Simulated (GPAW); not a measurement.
Runs of GPAW 26.7.0 on Al2Pt. Symmetry: Fm-3m, No. 225, cubic system. Conventional cell: a = 5.910 Å, b = 5.910 Å, c = 5.910 Å, α = 90.00°, β = 90.00°, γ = 90.00°. Around Pt (site symmetry m-3m) lie 8 Al at 2.56 Å. Around Al (site symmetry -43m) lie 4 Pt at 2.56 Å. 

```csv
task,level,potentials or basis,cell,k mesh,cutoff (eV),optimizer,fmax,max steps,convergence,supercell,gap on the mesh (eV),pressure (GPa),V0 of scaled cells (Å³/atom),relaxed volume (Å³/atom),B0 (GPa)
relaxation of cell and atoms,PBEsol+D3,"PAW data sets generated in the run's folder for this functional, pw",relaxed,8 × 8 × 8,600,BFGS,0.02 eV/Å,60,density=1e-05 forces=0.0001,-,none,0.1,-,16.68,-
phonons,PBE,"GPAW PAW data sets (gpaw-data 1.2.1), pw",relaxed,6 × 6 × 6,510,-,-,-,density=1e-06 eigenstates=1e-09,1 × 1 × 1,none,0.0,-,-,-
equation of state,PBEsol,"PAW data sets generated in the run's folder for this functional, pw",as given,8 × 8 × 8,600,-,-,-,-,-,-,-,(d),-,138
relaxation of cell and atoms,PBEsol,"PAW data sets generated in the run's folder for this functional, pw",relaxed,8 × 8 × 8,600,BFGS,0.02 eV/Å,60,density=1e-05 forces=0.0001,-,none,0.0,-,17.14,-
equation of state,LDA,"the program's PAW data sets (release 1.2.1) made for this functional, pw",as given,8 × 8 × 8,600,-,-,-,-,-,-,-,16.76,-,145
relaxation of cell and atoms,PBEsol+D3(BJ),"PAW data sets generated in the run's folder for this functional, pw",relaxed,8 × 8 × 8,600,BFGS,0.02 eV/Å,60,density=1e-05 forces=0.0001,-,none,0.1,-,(c),-
relaxation of cell and atoms,PBEsol+D3(BJ)+ATM,"PAW data sets generated in the run's folder for this functional, pw",relaxed,8 × 8 × 8,600,BFGS,0.02 eV/Å,60,density=1e-05 forces=0.0001,-,none,0.1,-,(a),-
band structure,LDA,"the program's PAW data sets (release 1.2.1) made for this functional, pw",as given,8 × 8 × 8,600,-,-,-,-,-,-,-3.6,-,-,-
relaxation of cell and atoms,PBEsol+D4,"PAW data sets generated in the run's folder for this functional, pw",relaxed,8 × 8 × 8,600,BFGS,0.02 eV/Å,60,density=1e-05 forces=0.0001,-,none,0.1,-,(b),-
band structure,PBEsol,"PAW data sets generated in the run's folder for this functional, pw",as given,8 × 8 × 8,600,-,-,-,-,-,-,-0.5,-,-,-
```

Alike in all rows: no spin polarisation; smearing fermi-dirac 0.05 eV.

Task: Estimate the missing entries.

Result: (a) 16.75; (b) 16.87; (c) 16.67; (d) 17.14.

Caveats: later steps reuse the first step's grids (some runs); pairwise dispersion overbinds metals, which lowers pressure and volume (some runs); the cutoff is short for stress and forces, so pressures can be off by a GPa or more (some runs).

A k mesh can miss the band edges, and the runs leave out spin-orbit coupling on Pt.

A gap of «none» marks a metal or a gap under the smearing width.

Not every run made on this cell is shown here.
